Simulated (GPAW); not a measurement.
A run of GPAW 26.7.0 is set up as follows.

run.py

```python
from ase.dft.bandgap import bandgap
from ase.io import read, write
from ase.units import GPa
from gpaw import GPAW, PW

atoms = read('InAs.xyz')

calc = GPAW(mode=PW(600),
            xc='PBE',
            kpts={'size': (8, 8, 8), 'gamma': True},
            occupations={'name': 'methfessel-paxton', 'order': 0, 'width': 0.028999999999999998},
            nbands=18,
            convergence={'density': 1e-05, 'energy': 1e-05},
            maxiter=150,
            txt='gpaw.txt')
atoms.calc = calc
energy = atoms.get_potential_energy()
forces = atoms.get_forces()
stress = atoms.get_stress()
calc.write('gs.gpw')
write('result.traj', atoms)
print(f'Energy: {energy:.6f} eV')
print('Forces (eV/A):')
print(forces.round(4))
print('Stress (GPa):', (stress / GPa).round(3))
print('Fermi level:', round(calc.get_fermi_level(), 4), 'eV')
print(f'Gap: {bandgap(calc)[0]:.4f} eV, direct: {bandgap(calc, direct=True)[0]:.4f} eV')
```

The input InAs.xyz:

```xyz
2
Lattice="0.0000000000 3.0180000000 3.0180000000 3.0180000000 0.0000000000 3.0180000000 3.0180000000 3.0180000000 0.0000000000" Properties=species:S:1:pos:R:3 pbc="T T T"
In     0.0000000000      0.0000000000      0.0000000000
As     4.5270000000      4.5270000000      4.5270000000
```

Potentials or basis: GPAW PAW data sets (gpaw-data 1.2.1), pw.

The run is started by

```sh
$ OMP_NUM_THREADS=1 python run.py
```

Question: What does it give for the pressure?

Answer: 4.0 GPa.

Question: Estimate the band gap on the k mesh.

Answer: None (metal or under the smearing width).

Caveat: this crystal is a semiconductor, whose small gap the functional closes, so the metal is an error of the method.

**The experiment to reproduce.**

From a printed reference work, data compilation, for a bulk crystal of InAs at 4.2 K: band gap 0.418 eV (direct).

Measured gap of InAs: 0.418 eV (direct; 4.2 K; a printed reference work, data compilation). This calculation gives 0.00 eV (-0.42 eV). Spin-orbit coupling on As, In is left out. The value is that of PBE on a finite k mesh, which can miss the band edges, without temperature or zero-point motion. Semilocal functionals fall short of measured gaps as a rule.
